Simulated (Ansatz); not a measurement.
TiB$_{2}$, DFT, PBE, all-electron PAW with datasets made for the crystal, scalar-relativistic (Ansatz 0.2.0), run on 1 thread of Arm Neoverse V2 on a shared host.

The cell is COD entry 2002799, as deposited and not checked against the literature; nothing was relaxed. The listed cell was then made from it by scaling, straining or moving an atom.

Command: `ansatz run input.yaml --threads 1 --pin off --max-ram 6144MiB --backend cpu --events-out ev --progress --plain --runs-dir out`

```yaml
crystal:
  lattice:
    - [3.0291982016, -0.045437973, -0.045437973]
    - [-1.5539495397, 2.6460815822, -0.0166314524]
    - [-0.048426, -0.048426, 3.2284]
  atoms:
    - { symbol: Ti, position: [0.0, 0.0, 0.0] }
    - { symbol: B, position: [0.3333333333, 0.6666666667, 0.5] }
    - { symbol: B, position: [0.6666666667, 0.3333333333, 0.5] }
kpoints:
  mp_grid: { grid: [15, 15, 13] }
scf:
  occupations: { method: fermi_dirac, width: 0.08 }
hamiltonian:
  xc: pbe
  pseudopotentials: { kind: all_electron, datasets: crystal }
output:
  forces: true
  stress: true
  eigenvalues: true
  efg: { contact_densities: true }
```

Task: How large is the problem that the program sets up?

Result: 1463 irreducible k-points, 395 plane waves at Γ, 9 bands.

Task: Estimate the wall time and the peak memory.

Result: 100 s of wall time for 10 SCF iterations, with a peak of 1.9 GiB. Times on shared machines scatter by tens of per cent.

Task: And the same cell and mesh by PAW (frozen-core files), asked for forces, stress, eigenvalues, efg, write_density, write_potential, elf, on the same hardware?

Result: 34 s, peak memory 0.73 GiB.
